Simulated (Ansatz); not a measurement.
Runs of Ansatz 0.2.0 on TaN. Symmetry: P6_3/mmc, No. 194, hexagonal system. Conventional cell: a = 2.922 Å, b = 2.922 Å, c = 5.917 Å, α = 90.00°, β = 90.00°, γ = 120.00°. Around Ta (site symmetry -3m) lie 6 N at 2.24 Å. N (site symmetry -6m2) is surrounded by 6 Ta at 2.24 Å. The cell comes from a database or a generator and needn't be the stable form of this composition.

| level | cutoff (eV) | gap on the mesh (eV) | pressure (GPa) |
| --- | --- | --- | --- |
| PBEsol | 420 | none | -10.9 |
| revPBE | 420 | none | 1.8 |
| r2SCAN | 500 | none | -6.4 |
| RPBE | 420 | none | (b) |
| r2SCAN0 | 500 | none | (a) |

Alike in all rows: task projected density of states; potentials or basis Ansatz PAW; no spin polarisation; cell as given; k mesh 6 × 6 × 3; smearing fermi-dirac 0.05 eV; the mesh is coarse, so values aren't converged.

Question: Fill in the values left out.

Answer: (a) -12.1; (b) 3.1.

Caveats: all runs use coarse meshes; the PAW data sets come from PBE, with cores solved anew for the run's functional, which leaves a small shift of forces and pressure; the thresholds are loose for stress (some runs).

A k mesh can miss the band edges, and the runs leave out spin-orbit coupling on Ta.

A gap of «none» marks a metal or a gap under the smearing width.
